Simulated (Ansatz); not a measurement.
## Relaxation path: wurtzite ZnO (10-10), 2 layers

DFT, PBE, PAW with Ansatz's default frozen-core files, scalar-relativistic (Ansatz 0.2.0); a Γ-centred 9×6×1 k mesh, Fermi–Dirac smearing of 0.02 eV, no spin polarisation. The run relaxes the atoms in the fixed cell.

Command: `ansatz run input.yaml --threads 1 --pin off --max-ram 3584MiB --backend cpu --events-out ev --progress --plain --runs-dir out` It took 66 s on 1 thread of Intel(R) Xeon(R) Platinum 8488C (Sapphire Rapids), with other jobs on the host, peak memory 0.52 GiB.

```yaml
crystal:
  lattice:
    - [3.2791047, 0.0, 0.0]
    - [0.0, 5.2939910131, 0.0]
    - [0.0, 0.0, 16.9466]
  atoms:
    - { symbol: Zn, position: [0.75, 0.060484602, 0.4720712123] }
    - { symbol: O, position: [0.75, 0.439515398, 0.4720712123] }
    - { symbol: Zn, position: [0.25, 0.560484602, 0.5279287877] }
    - { symbol: O, position: [0.25, 0.939515398, 0.5279287877] }
kpoints:
  mp_grid: { grid: [9, 6, 1] }
scf:
  occupations: { method: fermi_dirac, width: 0.02 }
hamiltonian:
  xc: pbe
  pseudopotentials: { kind: paw }
output:
  forces: true
  stress: true
  eigenvalues: true
relax:
  f_tol: 0.01
  max_steps: 40
efield:
  axis: 3
  amplitude: 0
  dipole_correction: true
```

Each step lists its free energy a cell above the last geometry, and Cartesian positions (Å) with forces (eV/Å).

The first step:

```
step 1  dF = 1090.93 meV
  Zn 2.4593 0.3202 8.0000   0.0000 0.4958 1.8686
  O 2.4593 2.3268 8.0000   0.0000 -0.4957 1.1330
  Zn 0.8198 2.9672 8.9466   0.0000 0.4957 -1.8686
  O 0.8198 4.9738 8.9466   0.0000 -0.4958 -1.1330
```

Where does the relaxation end, and by which steps?

After 6 geometries, with a shortest distance of 1.872 Å. The further steps:
```
step 2  dF = 551.87 meV
  Zn 2.4593 0.3468 8.1930   0.0000 0.4303 1.1236
  O 2.4593 2.3002 7.9596   0.0000 -0.4303 0.8744
  Zn 0.8198 2.9938 8.7536   0.0000 0.4305 -1.1236
  O 0.8198 4.9472 8.9870   0.0000 -0.4301 -0.8743
step 3  dF = 122.92 meV
  Zn 2.4593 0.4014 8.3818   0.0000 -0.1098 0.5247
  O 2.4593 2.2456 8.0397   0.0000 0.1104 0.2556
  Zn 0.8198 3.0484 8.5648   0.0000 -0.1101 -0.5247
  O 0.8198 4.8926 8.9069   0.0000 0.1096 -0.2557
step 4  dF = 20.09 meV
  Zn 2.4593 0.4321 8.5794   0.0000 -0.1023 0.1869
  O 2.4593 2.2148 7.9765   0.0000 0.1026 0.1685
  Zn 0.8198 3.0792 8.3672   0.0000 -0.1025 -0.1868
  O 0.8198 4.8619 8.9702   0.0000 0.1023 -0.1685
step 5  dF = 0.52 meV
  Zn 2.4593 0.4346 8.6374   0.0000 -0.0771 0.0207
  O 2.4593 2.2124 8.0351   0.0000 0.0771 -0.0103
  Zn 0.8198 3.0816 8.3092   0.0000 -0.0772 -0.0207
  O 0.8198 4.8594 8.9115   0.0000 0.0773 0.0103
step 6  dF = 0.00 meV
  Zn 2.4593 0.4309 8.6359   0.0000 0.0001 0.0018
  O 2.4593 2.2161 8.0375   0.0000 -0.0001 -0.0010
  Zn 0.8198 3.0779 8.3107   0.0000 0.0000 -0.0019
  O 0.8198 4.8631 8.9091   0.0000 0.0000 0.0010
step 7  dF = 0.00 meV  (same geometry, solved once more)
  Zn 2.4593 0.4309 8.6359   0.0000 -0.0001 0.0019
  O 2.4593 2.2161 8.0375   0.0000 0.0001 -0.0011
  Zn 0.8198 3.0779 8.3107   0.0000 -0.0002 -0.0019
  O 0.8198 4.8631 8.9091   0.0000 0.0003 0.0011
```
